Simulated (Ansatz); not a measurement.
Rows from a G0W0 calculation on In2GaAsP2 (zincblende [001] superlattice) (Ansatz 0.2.0; G0W0 on PBEsol, plane waves, PAW; PAW set soft_1; 4×4×2 mesh, 1224 empty bands, screening to 150 eV, PAW set soft_1 files), in eV. Spin-orbit coupling is left out.

```csv
row,k,band,start,Σx,Σc at the solution,Vxc
A,Γ,c3,8.666,-7.664,-3.859,-11.587
B,Γ,v2,7.147,-16.746,1.124,-15.167
C,Γ,c2,8.512,-7.030,-3.882,-10.948
D,Γ,v3,7.089,-16.163,0.673,-15.073
E,Γ,v1,7.242,-16.654,1.091,-15.111
F,Γ,c1,7.597,-11.031,-3.555,-14.730
```

**Question.** Work out each quasiparticle level and how far it moved.

The quasiparticle equation reads E = start + Σx + Σc(E) − Vxc.

```
row  E (eV)  shift (eV)
  A   8.729      +0.063
  B   6.691      −0.456
  C   8.547      +0.036
  D   6.673      −0.417
  E   6.790      −0.452
  F   7.741      +0.145
```

The gap over the computed points goes from 0.35 eV to 0.95 eV.

Limits: not at the basis limit; mesh may overstate the screening; no spin-orbit coupling; coarse k mesh.

[Paths, hosts, dates, memory and timing lines, banners, echoed tables and standing remarks are left out of the program output.]

[Logs are printed without paths, hosts, clocks, repeated set-up lines and the standing remarks that a program may print on its own settings, such as how far it seeks lower states.]

[Runs of the session that timed out or met a known fault of the program may be left out.]

[Cells called generated may have been cut or substituted from an entry of the Crystallography Open Database or the Materials Project.]

[Hosts, paths, dates, database ids (printed as entryN), source tags and the programs' standing remarks are cut or masked in the printed files.]
